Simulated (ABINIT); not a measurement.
# PbF2 (Fluorocronite) (Fm-3m) in ABINIT: equation of state with r2SCAN

Aim: the equation of state of PbF2 (Fluorocronite) with r2SCAN.

Everything below comes from runs of ABINIT 10.8.3 (patched build). Logs are shortened: lines on timing, memory, paths and dates and some standing lists are left out, and cuts for length are marked. The log counts tension as positive stress, the text compression.

## 1. Starting point

Symmetry: Fm-3m, No. 225, cubic system. Conventional cell: a = 5.927 Å, b = 5.927 Å, c = 5.927 Å, α = 90.00°, β = 90.00°, γ = 90.00°. Pb (site symmetry m-3m) is surrounded by 8 F at 2.57 Å. F (site symmetry -43m) has 4 Pb at 2.57 Å as nearest neighbours.

## 2. Equation of state, r2SCAN

Input file run.abi:

```
ndtset 7
scalecart1 3*0.9795861087
scalecart2 3*0.9864848297
scalecart3 3*0.9932883884
scalecart4 3*1.0000000000
scalecart5 3*1.0066227096
scalecart6 3*1.0131594038
scalecart7 3*1.0196128224

pp_dirpath "./"
pseudos "Pb.GGA_PBE-JTH.xml, F.GGA_PBE-JTH.xml"

acell 3*1.0
rprim
     0.0000000000     5.6005057265     5.6005057265
     5.6005057265     0.0000000000     5.6005057265
     5.6005057265     5.6005057265     0.0000000000
ntypat 2
znucl 82 9
natom 3
typat 1 2 2
xred
     0.0000000000     0.0000000000     0.0000000000
     0.7500000000     0.7500000000     0.7500000000
     0.2500000000     0.2500000000     0.2500000000

ecut 28.0
pawecutdg 50.0

kptopt 1
ngkpt 8 8 8
nshiftk 1
shiftk 0.0 0.0 0.0

ixc -497498
usekden 1
pawxcdev 0

nband 18
occopt 3
tsmear 0.05 eV

nstep 100
tolvrs 1.0e-7

iomode 3
prtwf 0
prtden 0
prteig 0
prtebands 0
enunit 1
```

Potentials or basis: JTH PAW PBE v2.0.

On the command line:

```bash
$ mpirun --bind-to none -np 4 abinit run.abi > log 2>&1
```

run.abo:

```text
.Version 10.8.3 of ABINIT
 DATASET    1 : space group Fm -3 m (#225); Bravais cF (face-center cubic)
================================================================================
 Values of the parameters that define the memory need for DATASET  1.
     intxc =       0    ionmov =       0      iscf =      17    lmnmax =      18
     lnmax =       6     mgfft =      40  mpssoang =       3    mqgrid =    3001
     natom =       3  nloc_mem =       2    nspden =       1   nspinor =       1
    nsppol =       1      nsym =      48    n1xccc =       1    ntypat =       2
    occopt =       3   xclevel =       2
       mpw =        2357          nfft =       64000          nkpt =          29
Pmy_natom=         1
 PAW method is used; the additional fine FFT grid is defined by:
   mgfftf=        50    nfftf =    125000
================================================================================
================================================================================
[... 77 lines left out ...]
================================================================================
 Values of the parameters that define the memory need for DATASET  7.
     intxc =       0    ionmov =       0      iscf =      17    lmnmax =      18
     lnmax =       6     mgfft =      40  mpssoang =       3    mqgrid =    3001
     natom =       3  nloc_mem =       2    nspden =       1   nspinor =       1
    nsppol =       1      nsym =      48    n1xccc =       1    ntypat =       2
    occopt =       3   xclevel =       2
       mpw =        2670          nfft =       64000          nkpt =          29
Pmy_natom=         1
 PAW method is used; the additional fine FFT grid is defined by:
   mgfftf=        54    nfftf =    157464
================================================================================
================================================================================

--------------------------------------------------------------------------------
------------- Echo of variables that govern the present computation ------------
--------------------------------------------------------------------------------
 -outvars: echo values of preprocessed input variables --------
            acell      1.0000000000E+00  1.0000000000E+00  1.0000000000E+00 Bohr
              amu      2.07200000E+02  1.89984032E+01
             ecut      2.80000000E+01 Hartree
           enunit           1
              ixc     -497498
           jdtset        1    2    3    4    5    6    7
         kptrlatt        8    0    0      0    8    0      0    0    8
          kptrlen1     6.20690143E+01
          kptrlen2     6.25061344E+01
          kptrlen3     6.29372248E+01
          kptrlen4     6.33624892E+01
          kptrlen5     6.37821206E+01
          kptrlen6     6.41963018E+01
          kptrlen7     6.46052065E+01
            natom           3
            nband          18
           ndtset           7
            ngfft          40      40      40
          ngfftdg1         50      50      50
          ngfftdg2         50      50      50
[... 136 lines left out ...]
- pspini: atom type   1  psp file is ./Pb.GGA_PBE-JTH.xml
 Pseudopotential format is: paw10
 basis_size (lnmax)=  6 (lmn_size= 18), orbitals=   0   0   1   1   2   2
 Spheres core radius: rc_sph= 2.40264019
 Shapefunction is BESSEL type: shapef(r,l)=aa(1,l)*jl(q(1,l)*r)+aa(2,l)*jl(q(2,l)*r)
 Radius for shape functions =  2.00872932
 Compensation charge density is not taken into account in XC energy/potential

- pspini: atom type   2  psp file is ./F.GGA_PBE-JTH.xml
 Pseudopotential format is: paw10
 basis_size (lnmax)=  4 (lmn_size=  8), orbitals=   0   0   1   1
 Spheres core radius: rc_sph= 1.40288605
 Shapefunction is SIN type: shapef(r)=[sin(pi*r/rshp)/(pi*r/rshp)]**2
 Radius for shape functions =  1.20455331
 Compensation charge density is not taken into account in XC energy/potential

   9.79307598E+02                                ecore*ucvol(ha*bohr**3)
--------------------------------------------------------------------------------

================================================================================

--- !BeginCycle
iteration_state: {dtset: 1, }
solver: {iscf: 17, nstep: 100, nline: 4, wfoptalg: 10, }
tolerances: {tolvrs: 1.00E-07, }
...
[... 1399 lines left out ...]
-Cartesian components of stress tensor (GPa)         [Pressure= -4.8071E+00 GPa]
- sigma(1 1)=  4.80714910E+00  sigma(3 2)=  0.00000000E+00
- sigma(2 2)=  4.80714910E+00  sigma(3 1)=  0.00000000E+00
- sigma(3 3)=  4.80714910E+00  sigma(2 1)=  0.00000000E+00

== END DATASET(S) ==============================================================
================================================================================

 -outvars: echo values of variables after computation  --------
            acell      1.0000000000E+00  1.0000000000E+00  1.0000000000E+00 Bohr
           etotal1    -5.6999955773E+01
           etotal2    -5.7001001548E+01
           etotal3    -5.7001576828E+01
           etotal4    -5.7001749494E+01
           etotal5    -5.7001547568E+01
           etotal6    -5.7001036364E+01
           etotal7    -5.7000221779E+01
            fcart1    -1.0225111080E-30  1.0225111080E-30 -1.0225111080E-30
                      -2.5562777701E-30  1.0225111080E-30  2.0450222161E-30
                       3.5787888781E-30 -2.0450222161E-30 -1.0225111080E-30
            fcart2     4.5691220105E-30 -1.5230406702E-30 -4.5691220105E-30
                      -1.2184325361E-29  3.0460813403E-30  3.0460813403E-30
                       7.6152033508E-30 -1.5230406702E-30  1.5230406702E-30
            fcart3     8.0672456387E-30 -2.0168114097E-30 -8.0672456387E-30
                      -1.9159708392E-29 -2.0168114097E-30  1.3109274163E-29
                       1.1092462753E-29  4.0336228194E-30 -5.0420285242E-30
            fcart4    -2.0032753548E-30  2.0032753548E-30 -6.0098260645E-30
[... 52 lines left out ...]
           xangst3     0.0000000000E+00  0.0000000000E+00  0.0000000000E+00
                       4.4156535947E+00  4.4156535947E+00  4.4156535947E+00
                       1.4718845316E+00  1.4718845316E+00  1.4718845316E+00
           xangst4     0.0000000000E+00  0.0000000000E+00  0.0000000000E+00
                       4.4454899970E+00  4.4454899970E+00  4.4454899970E+00
                       1.4818299990E+00  1.4818299990E+00  1.4818299990E+00
           xangst5     0.0000000000E+00  0.0000000000E+00  0.0000000000E+00
                       4.4749311863E+00  4.4749311863E+00  4.4749311863E+00
                       1.4916437288E+00  1.4916437288E+00  1.4916437288E+00
           xangst6     0.0000000000E+00  0.0000000000E+00  0.0000000000E+00
                       4.5039899949E+00  4.5039899949E+00  4.5039899949E+00
                       1.5013299983E+00  1.5013299983E+00  1.5013299983E+00
           xangst7     0.0000000000E+00  0.0000000000E+00  0.0000000000E+00
                       4.5326786028E+00  4.5326786028E+00  4.5326786028E+00
                       1.5108928676E+00  1.5108928676E+00  1.5108928676E+00
             xred      0.0000000000E+00  0.0000000000E+00  0.0000000000E+00
                       7.5000000000E-01  7.5000000000E-01  7.5000000000E-01
                       2.5000000000E-01  2.5000000000E-01  2.5000000000E-01
 Calculation completed.
```

It took 11 min on 4 MPI ranks of Arm Neoverse V2, shared host; peak memory 0.8 GiB.

Results:

```yaml
Equilibrium_volume: 17.33 Å³/atom
Bulk_modulus: 77 GPa
Pressure_derivative_of_the_bulk_modulus: "4.9 (rough: it moves with the points fitted)"
```

Energy against volume, from the lowest point:
| volume (Å³/atom) | energy (meV/atom) |
| --- | --- |
| 16.313 | 16.27 |
| 16.660 | 6.78 |
| 17.007 | 1.57 |
| 17.354 | 0.00 |
| 17.701 | 1.83 |
| 18.048 | 6.47 |
| 18.395 | 13.86 |

Caveat: pressures at fixed basis lie under the slope of the energies; the PAW data sets were made with another functional, which shifts forces and pressure a little. Spin-orbit coupling is left out, which matters for the levels of Pb.
